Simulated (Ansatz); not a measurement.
## Structure types of Rh at zero pressure

Structure types of Rh are relaxed in primitive cells with their symmetry kept at 0 GPa, first on PAW files, then by LAPW. The enthalpy is E + pV at zero temperature, without zero-point motion. Only the types listed were tried, and differences under about 5 meV/atom are mesh noise.

Computed with Ansatz 0.2.0; functional PBE, scalar-relativistic. Settings: Fermi–Dirac smearing of 0.05 eV, no spin polarisation. Methods: LAPW: all electrons, basis error target 0.5 meV/atom; PAW: frozen-core files, cutoff 420 eV.

k meshes: fcc 18×18×18, bcc 19×19×19, hcp 17×17×10.

Which type is lowest in enthalpy, and by how much?

fcc, 39 meV/atom below hcp. The whole table:

| start type | ends as | a, b, c (Å) | V (Å³/atom) | H − H(lowest), LAPW (meV/atom) | same, PAW |
| --- | --- | --- | --- | --- | --- |
| fcc | fcc, Fm-3m | 3.830, 3.830, 3.830 | 14.04 | 0.0 | 0.0 |
| bcc | bcc, Im-3m | 3.070, 3.070, 3.070 | 14.47 | 358.1 | 357.6 |
| hcp | hcp, P6_3/mmc | 2.724, 2.724, 4.388 | 14.10 | 39.0 | 39.0 |
